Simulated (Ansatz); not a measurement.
# Al: the cost of one run

Program: Ansatz 0.2.0. Level of theory: DFT PBE, scalar-relativistic, plane waves, PAW. These are calculated values, not measurements.

2 further runs of the same task are left out: 2 set aside as unsound or not needed.

### 1 Starting point

Symmetry: Fm-3m, No. 225, cubic system. The conventional cell has a = 4.247 Å, b = 4.247 Å, c = 4.247 Å, α = 90.00°, β = 90.00°, γ = 90.00°. Ti (site symmetry m-3m) has 6 N at 2.12 Å as nearest neighbours. Around N (site symmetry m-3m) lie 6 Ti at 2.12 Å.

As a file:

```
CELL_PARAMETERS angstrom
0.00000 2.12342 2.12342
2.12342 0.00000 2.12342
2.12342 2.12342 0.00000
ATOMIC_POSITIONS crystal
Ti 0.00000 0.00000 0.00000
N 0.50000 0.50000 0.50000
```

This cell was relaxed beforehand with the same method: volume 9.57 Å³/atom, gap on the mesh none (metal).

### 2 The film's bulk: Al

Relaxed beforehand at this level: -537.4996 eV/atom, gap on the mesh none (metal).

```cif
data_structure
_symmetry_space_group_name_H-M 'Fm-3m'
_symmetry_Int_Tables_number 225
_cell_length_a 4.0406
_cell_length_b 4.0406
_cell_length_c 4.0406
_cell_angle_alpha 90.000
_cell_angle_beta 90.000
_cell_angle_gamma 90.000
_cell_volume 65.97
loop_
_atom_site_label
_atom_site_type_symbol
_atom_site_symmetry_multiplicity
_atom_site_Wyckoff_symbol
_atom_site_fract_x
_atom_site_fract_y
_atom_site_fract_z
_atom_site_occupancy
Al1 Al 4 a 0.00000 0.00000 0.00000 1
```

The bulk reference of TiN, the base, comes from a run made before at the same settings: -1443.5545 eV/atom.

### 3 The film's bulk on the base's lattice

The (100) plane of Al is fitted to the (100) plane of TiN, a strain of +5.1 % along x and +5.1 % along y; the third vector and the atoms relax.

The input, input.yaml:

```yaml
crystal:
  lattice:
    - [3.0029763834, 0.0, 0.0]
    - [0.0, 3.0029763834, 0.0]
    - [-1.5014881917, -1.5014881917, 1.9031624307]
  atoms:
    - { symbol: Al, position: [0.0, 0.0, 0.0] }
basis:
  ecutwfc: 420
kpoints:
  mp_grid: { grid: [12, 12, 18] }
hamiltonian:
  xc: pbe
scf:
  occupations: { method: gaussian, width: 0.1 }
output:
  forces: true
  stress: true
  eigenvalues: true
relax:
  adjacent_minimum: "off"
  f_tol: 0.01
  max_steps: 50
  cell: { fix: [a, b, gamma], stress_tol: 0.1 }
```

Launch:

```bash
$ ansatz run input.yaml --threads 4 --pin off --max-ram 10240MiB --backend cpu --events-out ev --progress --plain --runs-dir out
```

**Question.** How long does this run take on 4 threads of AMD EPYC 7R43 (Zen 3), shared host, and how much memory does it need?

About 6.5 s, with a peak of 0.46 GiB.
